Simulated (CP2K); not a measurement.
PbSe (Clausthalite): band structure with LDA

**Measured values to compare with.**

From a printed reference work, monograph, for a bulk crystal of PbSe at 4.2 K: band gap 0.15 eV (direct).

PbSe (Clausthalite):

```
Pb Se
1.0
     4.32841    0.00000    0.00000
     2.16421    3.74852    0.00000
     2.16421    1.24951    3.53413
Pb Se
1 1
Direct
  0.00000 0.00000 0.00000
  0.50000 0.50000 0.50000
```

| Quantity | Value |
| --- | --- |
| Program | CP2K 2026.2 |
| Task | band structure |
| Functional | LDA |
| Potentials or basis | GTH_POTENTIALS Pb GTH-PADE-q4, Se GTH-PADE-q6; TZVP-MOLOPT-PBE-GTH basis |
| Density cutoff | 6123 eV |
| k mesh | 8 × 8 × 8 |
| Occupations | fermi-dirac, width 0.1 eV |
| Spin | no spin polarisation |
| SCF solver | diagonalisation with k points |
| Quickstep method | GPW |
| EPS_DEFAULT | 1.0E-10 |
| EPS_SCF | 1.0E-6 |
| MAX_SCF | 100 |
| SCF_GUESS | ATOMIC |
| k points reduced by the point group | yes |
| Mesh centred on Gamma | yes |
| CHOLESKY | OFF |
| EPS_EIGVAL | 1.0E-7 |
| MIXING METHOD | BROYDEN_MIXING |
| MIXING ALPHA | 0.4 |
| NBUFFER | 8 |
| NGRIDS | 4 |
| Basis sets | Pb TZVP-MOLOPT-PBE-GTH-q4, Se TZVP-MOLOPT-PBE-GTH-q6 |
| Potentials | Pb GTH-PADE-q4 of GTH_POTENTIALS, Se GTH-PADE-q6 of GTH_POTENTIALS |
| ADDED_MOS | [10] |
| Points a segment of the path (NPOINTS) | 6 |
| Bands added on the path | 6 |
| REL_CUTOFF (Ry) | 60 Ry |
| MIXING BETA (1/bohr) | 1.5 1/bohr |
| CUTOFF of the grids | 450 Ry |

```yaml
Pressure: -2.9 GPa
Band_gap_on_the_k_mesh: 0.16 eV, direct
Band_gap_along_the_path: 0.16 eV, direct
Mulliken_charges: Pb +0.29; Se -0.29 e
```

Levels at the corners of the path, in eV from the valence-band top:
| point | band 1 | band 2 | band 3 | band 4 | band 5 | band 6 | band 7 | band 8 | band 9 | band 10 |
| --- | --- | --- | --- | --- | --- | --- | --- | --- | --- | --- |
| Γ | -13.65 | -6.48 | -1.80 | -1.80 | -1.80 | 4.66 | 4.66 | 4.66 | 6.94 | 6.94 |
| X | -12.36 | -7.58 | -5.06 | -3.24 | -3.24 | 3.76 | 5.60 | 5.60 | 6.05 | 12.02 |
| W | -12.28 | -8.20 | -4.30 | -4.30 | -0.78 | 1.72 | 5.14 | 5.14 | 8.25 | 8.25 |
| K | -12.32 | -8.22 | -4.65 | -2.75 | -2.46 | 3.42 | 3.91 | 5.54 | 6.12 | 11.20 |
| Γ | -13.65 | -6.48 | -1.80 | -1.80 | -1.80 | 4.66 | 4.66 | 4.66 | 6.94 | 6.94 |
| L | -12.56 | -8.97 | -1.49 | -1.49 | 0.00 | 0.16 | 1.56 | 1.56 | 9.31 | 11.28 |
| U | -12.32 | -8.22 | -4.65 | -2.75 | -2.46 | 3.42 | 3.91 | 5.54 | 6.12 | 11.20 |
| W | -12.28 | -8.20 | -4.30 | -4.30 | -0.78 | 1.72 | 5.14 | 5.14 | 8.25 | 8.25 |
| L | -12.56 | -8.97 | -1.49 | -1.49 | 0.00 | 0.16 | 1.56 | 1.56 | 9.31 | 11.28 |
| K | -12.32 | -8.22 | -4.65 | -2.75 | -2.46 | 3.42 | 3.91 | 5.54 | 6.12 | 11.20 |
| U | -12.32 | -8.22 | -4.65 | -2.75 | -2.46 | 3.42 | 3.91 | 5.54 | 6.12 | 11.20 |
| X | -12.36 | -7.58 | -5.06 | -3.24 | -3.24 | 3.76 | 5.60 | 5.60 | 6.05 | 12.02 |

Wall time 16 s on 2 threads of Intel(R) Xeon(R) Platinum 8488C (Sapphire Rapids) (shared host), peak memory 0.33 GiB.

Measured gap of PbSe: 0.15 eV (direct; 4.2 K; a printed reference work, monograph). This calculation gives 0.16 eV (+0.01 eV). 2 values of this kind are on record (0.15 to 0.28 eV); this one was drawn at random. Spin-orbit coupling on Pb, Se is left out. The value is that of LDA in an atomic basis (GTH_POTENTIALS Pb GTH-PADE-q4, Se GTH-PADE-q6; TZVP-MOLOPT-PBE-GTH basis), whose error adds to the functional's,, without temperature or zero-point motion.

Caveat: Mulliken charges move with the basis; spin-orbit coupling is left out, which as a rule narrows the gap of such compounds by several tenths of an eV; the basis of atomic orbitals isn't converged, which shifts pressures, moduli and gaps.
